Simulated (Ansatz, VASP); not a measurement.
Two plane-wave programs on Mo

File INCAR:

```
PREC     = Accurate       # precision mode
ENCUT    = 520            # plane-wave cutoff, eV
EDIFF    = 1E-6           # SCF threshold, eV
ISMEAR   = 0              # smearing method
SIGMA    = 0.15           # smearing width, eV
LREAL    = False          # projectors in reciprocal space
LASPH    = True           # aspherical terms in the spheres
NELM     = 100            # most SCF steps
ALGO     = Fast           # electronic algorithm
ISIF     = 2              # what is computed and relaxed
LWAVE    = False          # write WAVECAR
LCHARG   = False          # write CHGCAR
GGA      = PS             # functional
NBANDS   = 13             # bands
```

KPOINTS

```
regular mesh
0
Gamma
  22 22 22
```

Contents of POSCAR:

```
Mo
1.0
   -1.6966800000      1.6966800000      1.4453200000
    1.6966800000     -1.6966800000      1.4453200000
    1.6966800000      1.6966800000     -1.4453200000
Mo
1
Direct
    0.0000000000      0.0000000000      0.0000000000
```

Input for Ansatz:

```yaml
crystal:
  lattice:
    - [-1.69668, 1.69668, 1.44532]
    - [1.69668, -1.69668, 1.44532]
    - [1.69668, 1.69668, -1.44532]
  atoms:
    - { symbol: Mo, position: [0.0, 0.0, 0.0] }
basis:
  ecutwfc: 420
kpoints:
  mp_grid: { grid: [22, 22, 22] }
hamiltonian:
  xc: pbesol
scf:
  occupations: { method: gaussian, width: 0.15 }
output:
  forces: true
  stress: true
  eigenvalues: true
```

Change from the starting cell: strain +0.080 along x and y, -0.080 along z, atoms carried along.

Alike in both runs: task single point; functional PBEsol; k mesh 22 × 22 × 22; occupations gaussian, width 0.15 eV; no spin polarisation.

|  | VASP | Ansatz |
| --- | --- | --- |
| version | VASP 6.6.1 | Ansatz 0.2.0 |
| potentials or method | VASP PAW PBE potentials, release 64 (Mo_sv) | scalar-relativistic, plane waves, PAW |
| plane-wave cutoff (eV) | 520 | 420 |
| valence electrons in the cell | 14 | 14 |

|  | VASP | Ansatz | Ansatz less VASP |
| --- | --- | --- | --- |
| gap on the k mesh at the Fermi level (eV) | none | none | - |
| pressure (GPa) | -16.0 | -16.4 | -0.40 |
| largest component of the traceless stress (GPa) | 20.02 | 20.03 | +0.005 |

A gap of «none» marks a metal or a gap that the smearing closes.

Caveats: so large a pressure means that the cell lies far from this level's equilibrium, or that cutoff or potentials fall short (VASP); the potentials were made for another functional, which shifts forces and pressure (VASP).
